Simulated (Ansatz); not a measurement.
O-17 NMR of the central transition in SiO2

Cell: a COD entry, its atoms then relaxed with PBE in this cell.

Space group Pbcn (No. 60); a = 4.0970, b = 5.0462, c = 4.4946 Å.

| site | Wyckoff | site symmetry | x | y | z |
| --- | --- | --- | --- | --- | --- |
| Si | 4c | .2. | 0.0000 | 0.1524 | 0.2500 |
| O | 8d | 1 | 0.7316 | 0.6172 | 0.9200 |

One atom of each set is listed.

Computed with Ansatz: DFT, PBE, plane waves and PAW, scalar-relativistic, 420 eV cutoff, Γ-centred 5×4×4 k-points, Fermi–Dirac smearing 0.02 eV.

O-17 has I = 5/2 and Q = -25.58 mb (Pyykkö 2018); at 16.4 T its Larmor frequency is ν₀ = 94.7 MHz. Only the quadrupole interaction is simulated: positions count from each site's isotropic chemical shift, and J coupling is left out, as are shift anisotropy and dipolar coupling, which fast spinning averages.

Question: Give C_Q, η, the quadrupolar product P_Q = |C_Q|(1 + η²/3)^½, the second-order isotropic shift and the breadth of the pattern (fast magic-angle spinning) for each O site.

Answer: 

```csv
site,first shell,C_Q (MHz),η,P_Q (MHz),δ_QIS (ppm),breadth (kHz)
O,3 Si at 1.77–1.83 Å,7.14,0.40,7.33,-35.9,7.88
```

δ_QIS = −(ν_Q²/30ν₀²)[I(I+1) − 3/4](1 + η²/3) × 10⁶ ppm with ν_Q = 3|C_Q|/[2I(2I−1)]; it falls as 1/B₀² in ppm, and the breadth as 1/B₀ in kHz.

At O V_zz stands upright on the plane through its three neighbours (within 3°).

At this cell the PBE pressure is 6 GPa, so with PBE the cell would grow if it were relaxed.
